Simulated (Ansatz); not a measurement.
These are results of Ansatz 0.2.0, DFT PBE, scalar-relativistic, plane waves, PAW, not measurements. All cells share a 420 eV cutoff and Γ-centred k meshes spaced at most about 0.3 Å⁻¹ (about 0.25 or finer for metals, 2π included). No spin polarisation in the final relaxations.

Temperature and zero-point effects are left out.

Compare these two cells of Cu5Ni, each relaxed at this level.

A.

```yaml
crystal:
  lattice:
    - [4.40945, 0.00000, 0.00000]
    - [-2.20473, 3.81870, 0.00000]
    - [0.00000, 0.00000, 4.18697]
  atoms:
    - { symbol: Cu, position: [0.32959, 0.32959, 0.00000] }
    - { symbol: Cu, position: [0.00000, 0.67041, 0.00000] }
    - { symbol: Cu, position: [0.67041, 0.00000, 0.00000] }
    - { symbol: Cu, position: [0.66667, 0.33333, 0.50000] }
    - { symbol: Cu, position: [0.33333, 0.66667, 0.50000] }
    - { symbol: Ni, position: [0.00000, 0.00000, 0.50000] }
```

B.

```yaml
crystal:
  lattice:
    - [2.54968, 0.00000, 0.00000]
    - [-1.27484, 2.20809, 0.00000]
    - [0.00000, 0.00000, 12.49569]
  atoms:
    - { symbol: Cu, position: [0.33333, 0.66667, 0.83621] }
    - { symbol: Cu, position: [0.66667, 0.33333, 0.66809] }
    - { symbol: Cu, position: [0.00000, 0.00000, 0.50000] }
    - { symbol: Cu, position: [0.33333, 0.66667, 0.33191] }
    - { symbol: Cu, position: [0.66667, 0.33333, 0.16379] }
    - { symbol: Ni, position: [0.00000, 0.00000, 0.00000] }
```

Question: Which is lower in energy, and by how much?

Answer: B is lower, by 12 meV/atom. A has Cu and Ni ordered on hcp sites, space group P-62m (No. 189), 11.8 Å³/atom and no gap on its mesh; B has Cu and Ni ordered on fcc sites, space group P-3m1 (No. 164), 11.7 Å³/atom and no gap. Counting all near atoms (those within 1.25 times the shortest distance at each site), A and B both have Cu 12, Ni 12. Both come from invented guesses.

For metals, differences of a few meV/atom aren't resolved. Trial moments died out on the coarse mesh in P-62m and P-3m1; another magnetic start might hold. Cells relaxed within their symmetry can be saddle points.
